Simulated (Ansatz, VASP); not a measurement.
**WC (Qusongite) in VASP and in Ansatz**

INCAR

```
PREC     = Accurate       # precision mode
ENCUT    = 520            # plane-wave cutoff, eV
EDIFF    = 1E-6           # SCF threshold, eV
ISMEAR   = 0              # smearing method
SIGMA    = 0.02           # smearing width, eV
LREAL    = False          # projectors in reciprocal space
LASPH    = True           # aspherical terms in the spheres
NELM     = 80             # most SCF steps
ALGO     = Normal         # electronic algorithm
ISIF     = 2              # what is computed and relaxed
LWAVE    = False          # write WAVECAR
LCHARG   = False          # write CHGCAR
GGA      = PE             # functional
```

Contents of KPOINTS:

```
Automatic mesh
0
Gamma
  10 10 9
```

The input POSCAR:

```
WC
2.9065
    1.000000000000      0.000000000000      0.000000000000
   -0.500000000000      0.866025403785      0.000000000000
    0.000000000000      0.000000000000      0.975950455875
W C
1 1
Direct
    0.0000000000      0.0000000000      0.0000000000
    0.6666666667      0.3333333333      0.5000000000
```

The input input.yaml:

```yaml
crystal:
  lattice:
    - [2.9065, 0.0, 0.0]
    - [-1.45325, 2.5171028361, 0.0]
    - [0.0, 0.0, 2.8366]
  atoms:
    - { symbol: W, position: [0.0, 0.0, 0.0] }
    - { symbol: C, position: [0.6666666667, 0.3333333333, 0.5] }
hamiltonian:
  xc: pbe
  pseudopotentials: { kind: paw }
kpoints:
  mp_grid: { grid: [10, 10, 9] }
scf:
  occupations: { method: gaussian, width: 0.02 }
output:
  forces: true
  stress: true
  eigenvalues: true
  write_density: true
  write_potential: true
  elf: true
  volumetric_format: npy
```

Alike in both runs: task single point; functional PBE; k mesh 10 × 10 × 9; occupations gaussian, width 0.02 eV; no spin polarisation.

|  | VASP | Ansatz |
| --- | --- | --- |
| version | VASP 6.6.1 | Ansatz 0.2.0 |
| potentials or method | VASP PAW PBE potentials, release 54 (W_sv, C) | Ansatz PAW |
| plane-wave cutoff (eV) | 520 | 420 |
| valence electrons in the cell | 18 | 18 |

Ansatz gave:

```
gap on the k mesh at the Fermi level (eV)       : none
pressure (GPa)                                  : 5.6
largest component of the traceless stress (GPa) : 0.62
```

Problem. What did VASP give for the same quantities?

Solution. gap on the k mesh at the Fermi level (eV): none; pressure (GPa): 6.7; largest component of the traceless stress (GPa): 0.44.

A gap of «none» marks a metal or a gap that the smearing closes. With one functional, cell and mesh, what is left measures potentials, basis and numerics.

Caveats: the pressure holds a Pulay correction of +0.3 GPa for the finite cutoff (Ansatz). Spin-orbit coupling is left out, which matters for the levels of W.
